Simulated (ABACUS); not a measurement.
# InP (F-43m) in ABACUS: further runs

Runs on InP. Level: WC. Tasks: single point, relaxation of cell and atoms.

Program: ABACUS 3.10.1. These are calculated values, not measurements. Logs are shortened: lines on timing, memory, paths and dates and some standing lists are left out, and cuts for length are marked.

**Measured values to compare with.**

A printed reference work, data compilation reports, for a bulk crystal of InP at 1.6 K: band gap 1.4236 eV (direct).

The runs below are set against these values where they give the same quantity.

### 1 Starting point

It takes space group F-43m (No. 216, cubic). The conventional cell has a = 5.861 Å, b = 5.861 Å, c = 5.861 Å, α = 90.00°, β = 90.00°, γ = 90.00°. In (site symmetry -43m) is surrounded by 4 P at 2.54 Å. P (site symmetry -43m) is surrounded by 4 In at 2.54 Å.

### 2 Single point, WC

Contents of run_abacus.py:

```python
"""ABACUS run from a structure file: ASE reads it, the script writes STRU, KPT and INPUT."""
import re
import subprocess
from ase.io import read
from ase.units import Bohr

atoms = read("InP.xyz")
atoms = atoms[(-atoms.numbers).argsort(kind="stable")]  # ABACUS lists atoms element by element
pseudo = {'In': 'In.pbe-dn-rrkjus_psl.0.2.2.UPF', 'P': 'P.pbe-n-rrkjus_psl.1.0.0.UPF'}
orbital = {}
magmoms = None
kmesh = [6, 6, 6]
params = {
    'suffix': 'InP',
    'calculation': 'scf',
    'basis_type': 'pw',
    'pseudo_dir': './',
    'symmetry': 1,
    'dft_functional': 'wc',
    'ecutwfc': 55,
    'pseudo_rcut': 10,
    'nspin': 1,
    'nbands': 19,
    'ks_solver': 'dav',
    'smearing_method': 'fd',
    'smearing_sigma': 0.00367493,
    'scf_thr': 1e-08,
    'scf_nmax': 100,
    'mixing_type': 'broyden',
    'mixing_beta': 0.7,
    'cal_force': 1,
    'cal_stress': 1,
    'ecutrho': 440,
    'out_chg': 1,
    'kpar': 4,
}

symbols = atoms.get_chemical_symbols()
elements = list(dict.fromkeys(symbols))
lines = ["ATOMIC_SPECIES"] + [f"{e} {atoms.get_masses()[symbols.index(e)]:.4f} {pseudo[e]}" for e in elements]
if orbital:
    lines += ["", "NUMERICAL_ORBITAL"] + [orbital[e] for e in elements]
lines += ["", "LATTICE_CONSTANT", f"{1 / Bohr:.10f}", "", "LATTICE_VECTORS"]
lines += [" ".join(f"{x:.10f}" for x in v) for v in atoms.cell]
lines += ["", "ATOMIC_POSITIONS", "Direct"]
for e in elements:
    lines += ["", e, "0.0", str(symbols.count(e))]
    for i, p in enumerate(atoms.get_scaled_positions(wrap=False)):
        if symbols[i] == e:
            mag = "" if magmoms is None else " mag " + " ".join(str(x) for x in (magmoms[i] if isinstance(magmoms[i], list) else [magmoms[i]]))
            lines.append(" ".join(f"{x:.10f}" for x in p) + " 1 1 1" + mag)
open("STRU", "w").write("\n".join(lines) + "\n")
open("KPT", "w").write("K_POINTS\n0\nGamma\n%d %d %d 0 0 0\n" % tuple(kmesh))
open("INPUT", "w").write("INPUT_PARAMETERS\n" + "".join(f"{k:<20s}{v}\n" for k, v in params.items()))

done = subprocess.run(['mpirun', '-np', '4', 'abacus'])
if done.returncode:
    raise SystemExit(done.returncode)
log = open("OUT.InP/running_scf.log").read()
print("final energy (eV):", re.findall(r"FINAL_ETOT_IS (\S+)", log))
```

Contents of InP.xyz:

```xyz
2
Lattice="0.0000000000 2.9305000000 2.9305000000 2.9305000000 0.0000000000 2.9305000000 2.9305000000 2.9305000000 0.0000000000" Properties=species:S:1:pos:R:3 pbc="T T T"
In     0.0000000000      0.0000000000      0.0000000000
P      4.3957500000      4.3957500000      4.3957500000
```

Potentials or basis: SSSP 1.3 efficiency PBE, plane waves.

Started as:

```bash
OMP_NUM_THREADS=1 python run_abacus.py > log
```

running log:

```text
ABACUS v3.10.1

               Atomic-orbital Based Ab-initio Computation at UStc

 ------------------------------------------------------------------------------------

 READING GENERAL INFORMATION
                           global_out_dir = OUT.InP/
                           global_in_card = INPUT
                               pseudo_dir = ./
[... 8 lines left out ...]

 READING ATOM TYPE 1
                               atom label = In
                      L=0, number of zeta = 1
                      L=1, number of zeta = 1
                      L=2, number of zeta = 1
             number of atom for this type = 1

 READING ATOM TYPE 2
                               atom label = P
                      L=0, number of zeta = 1
                      L=1, number of zeta = 1
                      L=2, number of zeta = 1
             number of atom for this type = 1

                        TOTAL ATOM NUMBER = 2
DIRECT COORDINATES
    atom                   x                   y                   z     mag                  vx                  vy                  vz
taud_In1            0.0000000000        0.0000000000        0.0000000000  0.0000        0.0000000000        0.0000000000        0.0000000000
taud_P1            0.7500000000        0.7500000000        0.7500000000  0.0000        0.0000000000        0.0000000000        0.0000000000

                          Volume (Bohr^3) = 339.666
                             Volume (A^3) = 50.3332

 Lattice vectors: (Cartesian coordinate: in unit of a_0)
                   +0             +2.9305             +2.9305
              +2.9305                  +0             +2.9305
              +2.9305             +2.9305                  +0
 Reciprocal vectors: (Cartesian coordinate: in unit of 2 pi/a_0)
            -0.170619           +0.170619           +0.170619
            +0.170619           -0.170619           +0.170619
            +0.170619           +0.170619           -0.170619
 The esolver type has been set to : ksdft_pw

                PAO radial cut off (Bohr) = 10

 Read in pseudopotential file is In.pbe-dn-rrkjus_psl.0.2.2.UPF
                     pseudopotential type = USPP
          exchange-correlation functional = PBE
                 nonlocal core correction = 1
                        valence electrons = 13
                                     lmax = 2
                           number of zeta = 3
                     number of projectors = 6
                           L of projector = 0
                           L of projector = 0
                           L of projector = 1
                           L of projector = 1
                           L of projector = 2
                           L of projector = 2
 XC functional updated to : wc
          exchange-correlation functional = WC
                PAO radial cut off (Bohr) = 10

 Read in pseudopotential file is P.pbe-n-rrkjus_psl.1.0.0.UPF
                     pseudopotential type = USPP
[... 187 lines left out ...]
 projector 5 L=2
 projector 6 L=2
 P non-local projectors:
 projector 1 L=0
 projector 2 L=0
 projector 3 L=1
 projector 4 L=1
 projector 5 L=2
 projector 6 L=2
      TOTAL NUMBER OF NONLOCAL PROJECTORS = 36

 Init Non-Local PseudoPotential table :
 Init Non-Local-Pseudopotential done.

                                     npwx = 2362

 Make real space PAO into reciprocal space.
       max mesh points in Pseudopotential = 1057
     dq(describe PAO in reciprocal space) = 0.01
                                    max q = 894

 number of pseudo atomic orbitals for In is 3
WARNING: norm of atomic wavefunction # 1 of atomic type In is 0.999987, renormalized
WARNING: norm of atomic wavefunction # 2 of atomic type In is 0.998154, renormalized

 number of pseudo atomic orbitals for P is 2
WARNING: norm of atomic wavefunction # 2 of atomic type P is 0.999973, renormalized

 -------------------------------------------
 SELF-CONSISTENT
 -------------------------------------------
                                 init_chg = atomic

 PW ALGORITHM --------------- ION=   1  ELEC=   1--------------------------------

 Notice: Threshold on eigenvalues was too large.
 hsover_error=0.18 > DRHO=0.0931327
 Origin diag ethr = 0.01
 New diag ethr = 0.000517404

 Density error is 0.0950575607043
                          Error Threshold = 0.000517403675088
----------------------------------------------------------
     Energy           Rydberg                 eV
----------------------------------------------------------
 E_KohnSham     -158.7090663736      -2159.3476269414
 E_Harris       -159.8430996296      -2174.7769409444
 E_Fermi        0.4873707978         6.6310198892
----------------------------------------------------------
[... 63 lines left out ...]
 Density error is 2.92405339368e-09
                          Error Threshold = 1.17229518659e-10
----------------------------------------------------------
     Energy           Rydberg                 eV
----------------------------------------------------------
 E_KohnSham     -158.7356048997      -2159.7087021130
 E_KS(sigma->0) -158.7356037325      -2159.7086862321
 E_Harris       -158.7357990494      -2159.7113436543
 E_band         -4.1500440999        -56.4642467104
 E_one_elec     -60.3107540282       -820.5699054598
 E_Hartree      43.1257560474        586.7560128020
 E_xc           -51.8302004438       -705.1860545182
 E_Ewald        -89.7204041406       -1220.7087231752
 E_entropy(-TS) -0.0000023345        -0.0000317619
 E_descf        0.0000000000         0.0000000000
 E_exx          0.0000000000         0.0000000000
 E_Fermi        0.5228566954         7.1138302948
----------------------------------------------------------

 charge density convergence is achieved
 final etot is -2159.7087021 eV
 EFERMI = 7.1138302948 eV

 STATE ENERGY(eV) AND OCCUPATIONS    NSPIN == 1
 1/4 kpoint (Cartesian) = 0.0000 0.0000 0.0000 (2277 pws)
       1       -7.42829     0.00925926
       2       -7.42829     0.00925926
       3       -7.42829     0.00925926
       4       -7.27366     0.00925926
       5       -7.27366     0.00925926
       6       -4.77384     0.00925926
[... 74 lines left out ...]
      18        19.3646        0.00000
      19        19.3646        0.00000

------------------------------------------------------------------------------------------
 TOTAL-FORCE (eV/Angstrom)
------------------------------------------------------------------------------------------
                       In1         0.0000000000         0.0000000000         0.0000000000
                        P1         0.0000000000         0.0000000000         0.0000000000
------------------------------------------------------------------------------------------

----------------------------------------------------------------
 TOTAL-STRESS (KBAR)
----------------------------------------------------------------
         9.8623657255        -0.0000000000         0.0000000000
        -0.0000000000         9.8623657255         0.0000000000
        -0.0000000000         0.0000000000         9.8623657255
----------------------------------------------------------------
 TOTAL-PRESSURE: 9.862366 KBAR

 --------------------------------------------
 !FINAL_ETOT_IS -2159.7087021130037101 eV
 --------------------------------------------
```

INPUT:

```text
INPUT_PARAMETERS
suffix              InP
calculation         scf
basis_type          pw
pseudo_dir          ./
symmetry            1
dft_functional      wc
ecutwfc             55
pseudo_rcut         10
nspin               1
nbands              19
ks_solver           dav
smearing_method     fd
smearing_sigma      0.00367493
scf_thr             1e-08
scf_nmax            100
mixing_type         broyden
mixing_beta         0.7
cal_force           1
cal_stress          1
ecutrho             440
out_chg             1
kpar                4
```

STRU:

```text
ATOMIC_SPECIES
In 114.8180 In.pbe-dn-rrkjus_psl.0.2.2.UPF
P 30.9738 P.pbe-n-rrkjus_psl.1.0.0.UPF

LATTICE_CONSTANT
1.8897261258

LATTICE_VECTORS
0.0000000000 2.9305000000 2.9305000000
2.9305000000 0.0000000000 2.9305000000
2.9305000000 2.9305000000 0.0000000000

ATOMIC_POSITIONS
Direct

In
0.0
1
0.0000000000 0.0000000000 -0.0000000000 1 1 1

P
0.0
1
0.7500000000 0.7500000000 0.7500000000 1 1 1
```

Wall time 23 s (4 MPI ranks of Intel Xeon 6975P-C (Granite Rapids), shared host); peak memory 1 GiB.

Results:

* Free energy: -2159.7087 eV
* Pressure: 1.0 GPa
* Band gap on the k mesh: 0.59 eV, direct

Levels at points of the mesh, in eV from the valence-band top:
| k point | band 7 | band 8 | band 9 | band 10 | band 11 | band 12 |
| --- | --- | --- | --- | --- | --- | --- |
| (0.00, 0.00, 0.00) | 0.00 | 0.00 | 0.00 | 0.59 | 3.99 | 3.99 |
| (0.50, 0.50, 0.50) | -5.83 | -0.99 | -0.99 | 1.37 | 4.70 | 4.70 |
| (0.50, 0.50, 0.00) | -5.84 | -2.36 | -2.36 | 1.59 | 2.13 | 9.10 |

Caveat: the potentials were made for another functional, which shifts forces and pressure; spin-orbit coupling is left out, which moves the levels of the heavy elements.

### 3 Relaxation of cell and atoms, WC

Contents of run_abacus.py:

```python
"""Relaxation by an ASE optimiser with ABACUS as a small file-based calculator."""
import re
import subprocess
import numpy as np
from ase.calculators.calculator import Calculator, all_changes
from ase.filters import FrechetCellFilter
from ase.io import read
from ase.optimize import BFGS
from ase.stress import full_3x3_to_voigt_6_stress
from ase.units import Bohr, GPa

atoms = read("InP.xyz")
atoms = atoms[(-atoms.numbers).argsort(kind="stable")]  # ABACUS lists atoms element by element
pseudo = {'In': 'In.pbe-dn-rrkjus_psl.0.2.2.UPF', 'P': 'P.pbe-n-rrkjus_psl.1.0.0.UPF'}
orbital = {}
magmoms = None
kmesh = [6, 6, 6]
params = {
    'suffix': 'InP',
    'calculation': 'scf',
    'basis_type': 'pw',
    'pseudo_dir': './',
    'symmetry': 1,
    'dft_functional': 'wc',
    'ecutwfc': 55,
    'pseudo_rcut': 10,
    'nspin': 1,
    'nbands': 13,
    'ks_solver': 'dav',
    'smearing_method': 'fd',
    'smearing_sigma': 0.00367493,
    'scf_thr': 1e-08,
    'scf_nmax': 100,
    'mixing_type': 'broyden',
    'mixing_beta': 0.7,
    'cal_force': 1,
    'cal_stress': 1,
    'ecutrho': 440,
    'kpar': 4,
}

def write_input(atoms):
    symbols = atoms.get_chemical_symbols()
    elements = list(dict.fromkeys(symbols))
    lines = ["ATOMIC_SPECIES"] + [f"{e} {atoms.get_masses()[symbols.index(e)]:.4f} {pseudo[e]}" for e in elements]
    if orbital:
        lines += ["", "NUMERICAL_ORBITAL"] + [orbital[e] for e in elements]
    lines += ["", "LATTICE_CONSTANT", f"{1 / Bohr:.10f}", "", "LATTICE_VECTORS"]
    lines += [" ".join(f"{x:.10f}" for x in v) for v in atoms.cell]
    lines += ["", "ATOMIC_POSITIONS", "Direct"]
    for e in elements:
        lines += ["", e, "0.0", str(symbols.count(e))]
        for i, p in enumerate(atoms.get_scaled_positions(wrap=False)):
            if symbols[i] == e:
                mag = "" if magmoms is None else " mag " + " ".join(str(x) for x in (magmoms[i] if isinstance(magmoms[i], list) else [magmoms[i]]))
                lines.append(" ".join(f"{x:.10f}" for x in p) + " 1 1 1" + mag)
    open("STRU", "w").write("\n".join(lines) + "\n")
    open("KPT", "w").write("K_POINTS\n0\nGamma\n%d %d %d 0 0 0\n" % tuple(kmesh))
    open("INPUT", "w").write("INPUT_PARAMETERS\n" + "".join(f"{k:<20s}{v}\n" for k, v in params.items()))

class Abacus(Calculator):
    implemented_properties = ["energy", "free_energy", "forces", "stress"]

    def calculate(self, atoms=None, properties=("energy",), system_changes=all_changes):
        super().calculate(atoms, properties, system_changes)
        write_input(self.atoms)
        subprocess.run(['mpirun', '-np', '4', 'abacus'], check=True)
        log = open("OUT.InP/running_scf.log").read()
        if "charge density convergence is achieved" not in log:
            raise RuntimeError("SCF not converged")
        rows = lambda title, n: np.array([l.split()[-3:] for l in log.split(title)[-1].split("\n")[2:2 + n]], float)
        energy = float(re.findall(r"FINAL_ETOT_IS (\S+)", log)[-1])
        stress = -rows("TOTAL-STRESS", 3) / 10 * GPa  # ABACUS prints kbar, compression positive
        self.results = dict(energy=energy, free_energy=energy, forces=rows("TOTAL-FORCE", len(self.atoms)), stress=full_3x3_to_voigt_6_stress(stress))

atoms.calc = Abacus()
opt = BFGS(FrechetCellFilter(atoms), logfile="opt.log", trajectory="relax.traj")
print("optimiser converged:", opt.run(fmax=0.03, steps=60))
```

InP.xyz is that of step 2.

Potentials or basis: SSSP 1.3 efficiency PBE, plane waves.

Started as:

```bash
OMP_NUM_THREADS=1 python run_abacus.py > log
```

running log:

```text
ABACUS v3.10.1

               Atomic-orbital Based Ab-initio Computation at UStc

 ------------------------------------------------------------------------------------

 READING GENERAL INFORMATION
                           global_out_dir = OUT.InP/
                           global_in_card = INPUT
                               pseudo_dir = ./
[... 8 lines left out ...]

 READING ATOM TYPE 1
                               atom label = In
                      L=0, number of zeta = 1
                      L=1, number of zeta = 1
                      L=2, number of zeta = 1
             number of atom for this type = 1

 READING ATOM TYPE 2
                               atom label = P
[... 415 lines left out ...]
       1       -7.68939      0.0370370
       2       -7.53964      0.0370370
       3       -7.53964      0.0370370
       4       -7.41671      0.0370370
       5       -7.41671      0.0370370
       6       -3.15317      0.0370370
       7       0.865534      0.0370370
       8        5.64729      0.0370370
       9        5.64729      0.0370370
      10        7.95241    2.58949e-11
      11        11.3167    1.55467e-40
      12        11.3167    1.55467e-40
      13        13.5210    1.10831e-59

------------------------------------------------------------------------------------------
 TOTAL-FORCE (eV/Angstrom)
------------------------------------------------------------------------------------------
                       In1         0.0000000000         0.0000000000         0.0000000000
                        P1         0.0000000000         0.0000000000         0.0000000000
------------------------------------------------------------------------------------------

----------------------------------------------------------------
 TOTAL-STRESS (KBAR)
----------------------------------------------------------------
         0.2311657478         0.0000000000         0.0000000000
         0.0000000000         0.2311657478        -0.0000000000
        -0.0000000000         0.0000000000         0.2311657478
----------------------------------------------------------------
 TOTAL-PRESSURE: 0.231166 KBAR

 --------------------------------------------
 !FINAL_ETOT_IS -2159.7111340355554603 eV
 --------------------------------------------
```

Run time: 70 s. Hardware: 4 MPI ranks of Intel Xeon 6975P-C (Granite Rapids), shared host; peak memory 1.1 GiB.

What came out:

- Free energy: -2159.7111 eV
- Relaxed volume: 25.52 Å³/atom
- Relaxed cell: a = 4.164 Å, b = 4.164 Å, c = 4.164 Å, α = 60.00°, β = 60.00°, γ = 60.00°
- Space group after relaxing (to 0.05 Å): F-43m (No. 216)
- Energy gained by relaxing: 1.2 meV/atom
- Ionic steps: 3
- Pressure after relaxing: 0.0 GPa
- Band gap on the k mesh: 0.51 eV, direct

The path:
```csv
step,energy change (eV),largest force (eV/Å),pressure (GPa),volume (Å³)
1,0.0000,0.0000,0.99,50.33
2,-0.0010,0.0000,0.75,50.50
3,-0.0024,0.0000,0.02,51.05
```

Final structure:
```
In P
1.0
     0.00000    2.94433    2.94433
     2.94433    0.00000    2.94433
     2.94433    2.94433    0.00000
In P
1 1
Direct
  0.00000 0.00000 0.00000
  0.75000 0.75000 0.75000
```

Caveat: the potentials were made for another functional, which shifts forces and pressure; spin-orbit coupling is left out, which moves the levels of the heavy elements.

### 4 Comparison with measurements

Step 2. Against the measured gap of InP, 1.4236 eV (direct; 1.6 K; a printed reference work, data compilation), the calculated 0.59 eV is off by -0.84 eV. Spin-orbit coupling on In is left out. The value is that of WC, without temperature or zero-point motion. Semilocal functionals fall short of measured gaps as a rule.
